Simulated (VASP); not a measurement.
Crystal: MoS2.

```xyz
3
Lattice="1.5800 0.9122 6.1500 -1.5800 0.9122 6.1500 0.0000 -1.8244 6.1500" Properties=species:S:1:pos:R:3 pbc="T T T"
Mo    0.0000    0.0000    0.0000
S     0.0000    0.0000    7.6936
S     0.0000    0.0000    4.6125
```

Measurements of this composition are mostly on another form, of space group No. 194.

```yaml
Program: VASP 6.6.1
Task: relaxation of cell and atoms
Functional: LDA
Potentials_or_basis: VASP PAW LDA potentials, release 64 (Mo_sv, S)
Cutoff: 600 eV
k_mesh: 8 × 8 × 8
Occupations: gaussian, width 0.02 eV
Spin: no spin polarisation
```

At the start: pressure -2.3 GPa; volume 17.73 Å³/atom.

Q: Where does the relaxation end?

A: Over 18 steps the energy falls by 5.7 meV/atom and the volume is 16.90 Å³/atom (-4.7 %); space group R3m (No. 160, to 0.05 Å).

The path:
```csv
step,energy change (eV),largest force (eV/Å),pressure (GPa),volume (Å³)
1,0.0000,0.0975,-2.29,53.18
2,0.0000,0.5307,3.40,51.25
3,-0.0091,0.2649,0.47,52.21
4,-0.0111,0.0863,-0.47,52.06
5,-0.0120,0.0648,-0.16,52.11
6,-0.0127,0.0624,-0.07,51.99
7,-0.0138,0.1781,0.18,51.61
8,-0.0138,0.2385,0.29,51.47
9,-0.0140,0.2322,0.28,51.44
10,-0.0146,0.2132,0.22,51.37
11,-0.0155,0.1756,0.15,51.23
12,-0.0167,0.1011,0.01,50.93
13,-0.0164,0.1061,-0.21,50.35
14,-0.0171,0.0595,-0.07,50.70
15,-0.0171,0.0601,-0.07,50.68
16,-0.0172,0.0257,0.04,50.67
17,-0.0172,0.0030,0.14,50.66
18,-0.0172,0.0055,0.06,50.69
```

Final structure:
```xyz
3
Lattice="1.5635 0.9027 5.9864 -1.5635 0.9027 5.9864 0.0000 -1.8054 5.9864" Properties=species:S:1:pos:R:3 pbc="T T T"
Mo    0.0000    0.0000    0.0016
S     0.0000    0.0000    7.5410
S     0.0000    0.0000    4.4361
```
